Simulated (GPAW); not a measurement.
# ZnSe (Stilleite) (F-43m) in GPAW: single point with LDA

Aim: the single point of ZnSe (Stilleite) with LDA.

Program: GPAW 26.7.0. These are calculated values, not measurements. Logs are shortened: lines on timing, memory, paths and dates and some standing lists are left out, and cuts for length are marked. The log counts tension as positive stress, the text compression.

**What was measured.**

“Alloy Disordering Effects on the Thermal Conductivity and Energy Gap Temperature Dependence of Cd1−xZnxSe Ternary Crystals Grown by the Bridgman Method”, 2023, pmc:10253836 reports, for a bulk crystal of ZnSe at 300 K: band gap 2.695 ± 0.003 eV (an exciton energy, a little under the gap).

The runs below are set against these values where they give the same quantity.

## 1. The crystal as given

It takes space group F-43m (No. 216, cubic). The conventional cell has a = 5.668 Å, b = 5.668 Å, c = 5.668 Å, α = 90.00°, β = 90.00°, γ = 90.00°. Around Se (site symmetry -43m) lie 4 Zn at 2.45 Å. Zn (site symmetry -43m) has 4 Se at 2.45 Å as nearest neighbours.

## 2. Single point, LDA

The input, run.py:

```python
from ase.dft.bandgap import bandgap
from ase.io import read, write
from ase.units import GPa
from gpaw import GPAW, PW

atoms = read('ZnSe.xyz')

calc = GPAW(mode=PW(500),
            xc='LDA',
            kpts={'size': (7, 7, 7), 'gamma': True},
            occupations={'name': 'fermi-dirac', 'width': 0.05},
            nbands=18,
            maxiter=120,
            txt='gpaw.txt')
atoms.calc = calc
energy = atoms.get_potential_energy()
forces = atoms.get_forces()
stress = atoms.get_stress()
calc.write('gs.gpw')
write('result.traj', atoms)
print(f'Energy: {energy:.6f} eV')
print('Forces (eV/A):')
print(forces.round(4))
print('Stress (GPa):', (stress / GPa).round(3))
print('Fermi level:', round(calc.get_fermi_level(), 4), 'eV')
print(f'Gap: {bandgap(calc)[0]:.4f} eV, direct: {bandgap(calc, direct=True)[0]:.4f} eV')
```

The input, ZnSe.xyz:

```xyz
2
Lattice="0.0000000000 2.8338000000 2.8338000000 2.8338000000 0.0000000000 2.8338000000 2.8338000000 2.8338000000 0.0000000000" Properties=species:S:1:pos:R:3 pbc="T T T"
Se     4.2507000000      4.2507000000      4.2507000000
Zn     0.0000000000      0.0000000000      0.0000000000
```

Potentials or basis: the program's PAW data sets (release 1.2.1) made for this functional, pw.

On the command line:

```bash
> OMP_NUM_THREADS=1 python run.py
```

gpaw.txt:

```text
__  _  _
 | _ |_)|_||  |
 |__||  | ||/\| - 26.7.0

Input parameters:
  mode=PW(ecut=500.0),
  kpts=MonkhorstPack(size=(7, 7, 7), gamma=True),
  maxiter=120,
  nbands=18,
  occupations=Occupations(name='fermi-dirac', width=0.05),
  xc=XC(name='LDA')

Diagonalizing LCAO Hamiltonian
Converting LCAO to pw mode

                    Se

       Zn

Atoms  # Å, Bohr magnetons
|   | symbol |        x |        y |        z |    initial magnetic moments |
|---|--------|----------|----------|----------|-----------------------------|
| 0 |     Se | 4.250700 | 4.250700 | 4.250700 | ( 0.0000,  0.0000,  0.0000) |
| 1 |     Zn | 0.000000 | 0.000000 | 0.000000 | ( 0.0000,  0.0000,  0.0000) |

Unit cell  # Å
| periodic |        x |        y |        z |  lengths |    angles |
|----------|----------|----------|----------|----------|-----------|
|      yes | 0.000000 | 2.833800 | 2.833800 | 4.007598 | 60.000000 |
|      yes | 2.833800 | 0.000000 | 2.833800 | 4.007598 | 60.000000 |
|      yes | 2.833800 | 2.833800 | 0.000000 | 4.007598 | 60.000000 |

Number of symmetries: 24
Symmetry operations  # r_c * U_cc + t_c -> r_c
|    | kind |            matrix            |
|----|------|------------------------------|
|  0 |  E   |  1, 0, 0,  0, 1, 0,  0, 0, 1 |
|  1 |  σ   |  1, 0, 0,  0, 0, 1,  0, 1, 0 |
|  2 |  σ   |  1, 0,-1,  0, 1,-1,  0, 0,-1 |
|  3 |  C3  |  1, 0,-1,  0, 0,-1,  0, 1,-1 |
|  4 |  C3  |  1,-1, 0,  0,-1, 1,  0,-1, 0 |
|  5 |  σ   |  1,-1, 0,  0,-1, 0,  0,-1, 1 |
|  6 |  σ   |  0, 1, 0,  1, 0, 0,  0, 0, 1 |
|  7 |  C3  |  0, 1, 0,  0, 0, 1,  1, 0, 0 |
|  8 |  C2  |  0, 1,-1,  1, 0,-1,  0, 0,-1 |
|  9 |  S4  |  0, 1,-1,  0, 0,-1,  1, 0,-1 |
| 10 |  C3  |  0, 0, 1,  1, 0, 0,  0, 1, 0 |
| 11 |  σ   |  0, 0, 1,  0, 1, 0,  1, 0, 0 |
| 12 |  S4  |  0, 0,-1,  1, 0,-1,  0, 1,-1 |
| 13 |  C3  |  0, 0,-1,  0, 1,-1,  1, 0,-1 |
| 14 |  S4  |  0,-1, 1,  1,-1, 0,  0,-1, 0 |
| 15 |  C2  |  0,-1, 1,  0,-1, 0,  1,-1, 0 |
| 16 |  C3  |  0,-1, 0,  1,-1, 0,  0,-1, 1 |
| 17 |  S4  |  0,-1, 0,  0,-1, 1,  1,-1, 0 |
| 18 |  S4  | -1, 1, 0, -1, 0, 1, -1, 0, 0 |
| 19 |  C3  | -1, 1, 0, -1, 0, 0, -1, 0, 1 |
| 20 |  C3  | -1, 0, 1, -1, 1, 0, -1, 0, 0 |
| 21 |  S4  | -1, 0, 1, -1, 0, 0, -1, 1, 0 |
| 22 |  σ   | -1, 0, 0, -1, 1, 0, -1, 0, 1 |
| 23 |  C2  | -1, 0, 0, -1, 0, 1, -1, 1, 0 |

BZ-sampling:
  Number of BZ points: 343
  Number of IBZ points: 20

  Monkhorst-Pack size: [7, 7, 7]
  Monkhorst-Pack shift: [0, 0, 0]

K-points  # in reciprocal-cell coordinates
|     |                                coordinates |     weight |
|-----|--------------------------------------------|------------|
|   0 | (  0.00000000,   0.00000000,   0.00000000) | 0.00291545 |
|   1 | (  0.14285714,   0.14285714,   0.00000000) | 0.01749271 |
|   2 | (  0.14285714,   0.14285714,   0.14285714) | 0.02332362 |
|   3 | (  0.28571429,   0.14285714,   0.14285714) | 0.03498542 |
|   4 | (  0.28571429,   0.28571429,   0.00000000) | 0.01749271 |
|   5 | (  0.28571429,   0.28571429,   0.14285714) | 0.06997085 |
|   6 | (  0.28571429,   0.28571429,   0.28571429) | 0.02332362 |
|   7 | (  0.42857143,  -0.28571429,  -0.28571429) | 0.03498542 |
|   8 | (  0.42857143,   0.28571429,  -0.42857143) | 0.13994169 |
|   9 | (  0.42857143,   0.28571429,  -0.28571429) | 0.06997085 |
| ... |                                            |            |
|  19 | (  0.42857143,   0.42857143,   0.42857143) | 0.02332362 |

Plane wave coefficients: 1173
Cutoff: 500.0 eV

Spin-components: 1 (collinear spins)
Bands:           18
Projectors:      11
Spin-degeneracy: 2
Datatype:        complex128

Parallelization:
  kpt:    1
  domain: 1
  band:   1

Density:
  Valence electrons: 18.0
  Components: 1
  Grid points: [21 21 21]
  Charge: 0.0  # |e|

Potential:
  Grid points: [21 21 21]

species:
  Se:
    name:    Selenium
    Z:       34.0
    valence: 6
    core:    28
    charge:  0.0  # [|e|]
    compensation charges:
      type: gauss
      rc: 0.27  # [Å]
      lmax: 2
    cutoffs:
      filter: 1.77  # [Å]
      core: 2.67  # [Å]
    projectors
    | kind |    occ | energy [eV] | rcut [Å] |
    |------|--------|-------------|----------|
    |   4s |  2.000 |     -17.472 |    0.847 |
    |   4p |  4.000 |      -6.656 |    1.005 |
    |    s |        |       9.739 |    0.847 |
    |    p |        |      20.555 |    1.005 |
    |    d |        |       0.000 |    0.847 |

    Using partial waves for Se as LCAO basis

  Zn:
    name:    Zinc
    Z:       30.0
    valence: 12
    core:    18
    charge:  0.0  # [|e|]
    compensation charges:
      type: gauss
      rc: 0.37  # [Å]
      lmax: 2
    cutoffs:
      filter: 2.14  # [Å]
      core: 2.28  # [Å]
    projectors
    | kind |    occ | energy [eV] | rcut [Å] |
    |------|--------|-------------|----------|
    |   4s |  2.000 |      -6.218 |    1.286 |
    |   4p |  0.000 |      -1.230 |    1.270 |
    |   3d | 10.000 |     -10.426 |    1.180 |
    |    s |        |      20.994 |    1.286 |
    |    p |        |      25.981 |    1.270 |
    |    d |        |      16.786 |    1.180 |

    Using partial waves for Zn as LCAO basis

Reference energy: -114805.075344  # eV

eigensolver:
  PPCG
  Converge bands: occupied
  niter=2

density mixing:
  MSR1-Mixer
  Pratt-step length: 0.05
  Maximum mixing coefficient: 0.75
  Old densities: 10
  SVD Regularization: 0.005
  Good broyden scale: 1.0
  Trust region scale: 1.0
  Backstep threshold: 4.0
  History deletion threshold: 6.0
  Fourier metric: weight=20.0, sigma=0.015

occupation numbers:
  Fermi-Dirac:
    width: 0.0500  # eV

poisson solver:
  ecut: 4000.0  # eV

xc functional:
  name: None

convergence criteria:
- Maximum [total energy] change in last 3 cyles: 0.0005 eV / valence electron
- Maximum integral of absolute [dens]ity change: 0.0001 electrons / valence electron
- Maximum integral of absolute [eigenst]ate change: 4e-08 eV^2 / valence electron
maximum number of iterations: 120

SCF iterations
|iter     | |      energy | eigst |  dens |
|---------|-|-------------|-------|-------|
|iter:   1| |   -7.691106 | -0.34 |       |
|iter:   2| |   -7.632135 | -2.22 | -1.26 |
|iter:   3| |   -7.442088 | -1.70 | -1.31 |
|iter:   4| |   -7.437703 | -2.83 | -1.85 |
|iter:   5| |   -7.437774c| -4.33 | -2.36 |
|iter:   6| |   -7.437760c| -5.08 | -3.31 |
|iter:   7| |   -7.437765c| -6.41 | -3.73 |
|iter:   8| |   -7.437766c| -7.28 | -4.14c|
|iter:   9| |   -7.437766c| -8.08c| -5.50c|

Converged in 9 steps
Energy contributions relative to reference atoms: (reference = -114805.075344)

Energy contributions:
  Kinetic:           9.843165
  Coulomb:          -8.411197
  Zero:             -0.040288
  External:          0.000000
  Xc:               -8.829446
  Entropy:          -0.000000
  Spinorbit:         0.000000
  ----------------------------
  Free energy:      -7.437766
  Extrapolated:     -7.437766

dipole moment: (-7.137807, -7.137807, -7.137807)  # |e|*Ang

Fermi level: 4.105
Eigenvalues  # (at kpt = [0.000, 0.000, 0.000])
| band index |      eig [eV] | occ [0-2] |
|------------|---------------|-----------|
|          0 |        -9.756 |     2.000 |
|          1 |        -3.075 |     2.000 |
|          2 |        -3.075 |     2.000 |
|          3 |        -3.075 |     2.000 |
|          4 |        -2.716 |     2.000 |
|          5 |        -2.716 |     2.000 |
[... 10 lines left out ...]
|         16 |        16.452 |     0.000 |
|         17 |        16.452 |     0.000 |

Gap: 1.044 eV
Transition (v -> c):
  (s=0, k=0, n=8, [0.00, 0.00, 0.00]) -> (s=0, k=0, n=9, [0.00, 0.00, 0.00])
No difference between direct/indirect transitions

Forces  # eV/Ang
|       x |        y |       z |
|---------|----------|---------|
| 0.00000 | -0.00000 | 0.00000 |  # Se   0
| 0.00000 |  0.00000 | 0.00000 |  # Zn   1

Stress tensor  # eV/Ang^3
|         x |        y |         z |
|-----------|----------|-----------|
|  0.023632 | 0.000000 | -0.000000 |
|  0.000000 | 0.023632 |  0.000000 |
| -0.000000 | 0.000000 |  0.023632 |

# Writing to gs.gpw (mode='')
```

Wall time 6.6 s (1 thread of INTEL XEON PLATINUM 8581C at 2.10GHz (Emerald Rapids), shared host); peak memory 0.14 GiB.

Results:

```
Free energy            : -7.4378 eV
Pressure               : -3.8 GPa
Band gap on the k mesh : 1.04 eV, direct
```

Caveat: the cutoff is short for stress and forces, so pressures can be off by a GPa or more.

## 3. Against experiment

Step 2. A measured gap of ZnSe is 2.695 eV (an exciton energy, a little under the gap; 300 K; “Alloy Disordering Effects on the Thermal Conductivity and Energy Gap Temperature Dependence of Cd1−xZnxSe Ternary Crystals Grown by the Bridgman Method”, 2023, pmc:10253836); the calculated 1.04 eV misses it by -1.65 eV. So large a miss can be the level of theory's own, or it may mean another phase, state or a wrong row. Spin-orbit coupling on Se is left out. The value is that of LDA, without temperature or zero-point motion. Semilocal functionals fall short of measured gaps as a rule.
